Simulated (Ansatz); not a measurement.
Crystal: Sc.

```
Sc
1.0
    -1.91721    1.91721    1.71760
     1.91721   -1.91721    1.71760
     1.91721    1.91721   -1.71760
Sc
1
Direct
  0.00000 0.00000 0.00000
```

This isn't the form of Sc at room conditions, which is hcp.

* Program: Ansatz 0.2.0
* Task: relaxation of cell and atoms
* Functional: PBE
* Potentials or basis: Ansatz PAW
* Cutoff: 420 eV (not typed: the program's choice for these potentials)
* k mesh: 10 × 10 × 10
* Occupations: fermi-dirac, width 0.05 eV
* Spin: no spin polarisation

At the start: volume 25.25 Å³/atom.

Where does the relaxation end?

It ends after 9 steps and the volume is 24.86 Å³/atom (-1.6 %); space group Im-3m (No. 229, to 0.05 Å).

The path:
| step | energy change (eV) | largest force (eV/Å) | volume (Å³) |
| --- | --- | --- | --- |
| 1 | 0.0000 | 0.0000 | 25.25 |
| 2 | -0.0023 | 0.0000 | 24.82 |
| 3 | -0.0036 | 0.0000 | 24.73 |
| 4 | -0.0055 | 0.0000 | 24.79 |
| 5 | -0.0059 | 0.0000 | 24.85 |
| 6 | -0.0059 | 0.0000 | 24.86 |
| 7 | -0.0059 | 0.0000 | 24.86 |
| 8 | -0.0059 | 0.0000 | 24.86 |
| 9 | -0.0059 | 0.0000 | 24.86 |

Final structure:
```xyz
1
Lattice="-1.8396 1.8396 1.8365 1.8396 -1.8396 1.8365 1.8396 1.8396 -1.8365" Properties=species:S:1:pos:R:3 pbc="T T T"
Sc    0.0000    0.0000    0.0000
```

Caveat: the plane-wave basis is chosen anew once the cell has moved, so the energies of steps on either side of that aren't comparable.
